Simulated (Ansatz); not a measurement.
Input of an Ansatz 0.2.0 run:

The input input.yaml:

```yaml
crystal:
  lattice:
    - [2.938, 0.0, 0.0]
    - [-1.469, 2.5443826363, 0.0]
    - [0.0, 0.0, 2.883]
  atoms:
    - { symbol: Ta, position: [0.0, 0.0, 0.5] }
    - { symbol: "N", position: [0.6666666667, 0.3333333333, 0.0] }
hamiltonian:
  xc: pbesol
  pseudopotentials: { kind: paw }
  hubbard: { sites: [{ species: Ta, l: d, u_eff: 3.0 }] }
kpoints:
  mp_grid: { grid: [10, 10, 9] }
scf:
  occupations: { method: fermi_dirac, width: 0.05 }
  n_extra_bands: 6
output:
  forces: true
  stress: true
  eigenvalues: true
  dos: { projected: true, de: 0.05, nscf_kmesh: { grid: [15, 15, 14] } }
  write_density: true
  write_potential: true
  elf: true
  volumetric_format: npy
```

Potentials or basis: Ansatz PAW.

Launch:

```bash
$ ansatz run input.yaml --threads 2 --pin off --max-ram 5632MiB --backend cpu --events-out ev --progress --plain --runs-dir out
```

**Question.** What does it give for the band gap on the k mesh?

**Answer.** None (metal or under the smearing width).

**Question.** What does it give for the pressure?

**Answer.** -2.2 GPa.

Eigenvalues of the final occupation matrices:
| site | spin | trace | eigenvalues |
| --- | --- | --- | --- |
| site 1 | 1 | 1.87 | 0.27 0.27 0.42 0.42 0.49 |

Caveat: the pressure holds a Pulay correction of +0.5 GPa for the finite cutoff; U without spin polarisation on a metal has little footing; the PAW data sets come from PBE, with cores solved anew for the run's functional, which leaves a small shift of forces and pressure. The run has no spin-orbit coupling, so splittings on Ta are missing.
